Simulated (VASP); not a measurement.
Ir:

```
CELL_PARAMETERS angstrom
2.71510 0.00000 0.00000
-1.35755 2.35135 0.00000
0.00000 0.00000 4.43467
ATOMIC_POSITIONS crystal
Ir 0.33333 0.66667 0.75000
Ir 0.66667 0.33333 0.25000
```

The cell was built by a generator and needn't be a form met in nature.

- Program: VASP 6.6.1
- Task: relaxation of cell and atoms
- Functional: PBE
- Potentials or basis: VASP PAW PBE potentials, release 64 (Ir)
- Cutoff: 600 eV
- k mesh: 18 × 18 × 10
- Occupations: gaussian, width 0.05 eV
- Spin: no spin polarisation

At the start: pressure 11.2 GPa; volume 14.16 Å³/atom.

Where does the relaxation end?

Over 9 steps the energy falls by 15.1 meV/atom and the volume is 14.58 Å³/atom (+3.0 %); space group P6_3/mmc (No. 194, to 0.05 Å).

The path:
| step | energy change (eV) | largest force (eV/Å) | pressure (GPa) | volume (Å³) |
| --- | --- | --- | --- | --- |
| 1 | 0.0000 | 0.0000 | 11.16 | 28.31 |
| 2 | 0.3067 | 0.0000 | -28.47 | 32.55 |
| 3 | -0.0295 | 0.0000 | -0.62 | 29.22 |
| 4 | -0.0296 | 0.0000 | -0.14 | 29.18 |
| 5 | -0.0296 | 0.0000 | 0.06 | 29.16 |
| 6 | -0.0302 | 0.0000 | 0.23 | 29.15 |
| 7 | -0.0302 | 0.0000 | 0.19 | 29.16 |
| 8 | -0.0302 | 0.0000 | -0.52 | 29.21 |
| 9 | -0.0302 | 0.0000 | 0.02 | 29.17 |

Final structure:
```yaml
crystal:
  lattice:
    - [2.74967, 0.00000, 0.00000]
    - [-1.37483, 2.38128, 0.00000]
    - [0.00000, 0.00000, 4.45492]
  atoms:
    - { symbol: Ir, position: [0.33333, 0.66667, 0.75000] }
    - { symbol: Ir, position: [0.66667, 0.33333, 0.25000] }
```
